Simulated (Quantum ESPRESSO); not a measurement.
Au under changes of volume

One of the cells (16.855 Å³/atom); the others are scaled copies at fixed shape and fractional positions:

```
Au
1.0
     0.00000    2.03500    2.03500
     2.03500    0.00000    2.03500
     2.03500    2.03500    0.00000
Au
1
Direct
  0.00000 0.00000 0.00000
```

| Property | Result |
| --- | --- |
| Program | Quantum ESPRESSO 7.5 |
| Functional | PBEsol |
| Potentials or basis | GBRV 1.5 PBEsol |
| Cutoff | 612 eV |
| Density cutoff | 4898 eV |
| k mesh | 11 × 11 × 11 |
| Occupations | fermi-dirac, width 0.05 eV |
| Spin | no spin polarisation |

```tsv
volume (Å³/atom)	energy over the lowest point (meV/atom)	pressure (GPa)
15.843	48.50	14.7
16.181	22.63	9.6
16.518	6.87	5.1
16.855	0.00	1.2
17.192	0.89	-2.3
17.529	8.61	-5.3
17.866	?	?
```

What does the run at 17.866 Å³/atom give?

Energy over the lowest point 22.29 meV/atom; pressure -7.9 GPa.

Worked out: A Birch-Murnaghan fit of order 3 (a polynomial in V^(-2/3)) to the other rows has its minimum at 16.98 Å³/atom with B0 = V·E''(V) = 177 GPa and B' = 5.5. It gives 22.34 meV/atom at 17.866 Å³/atom, against the run's 22.29, and -dE/dV = -7.8 GPa, against -7.9.

Energies are extrapolated to zero smearing.
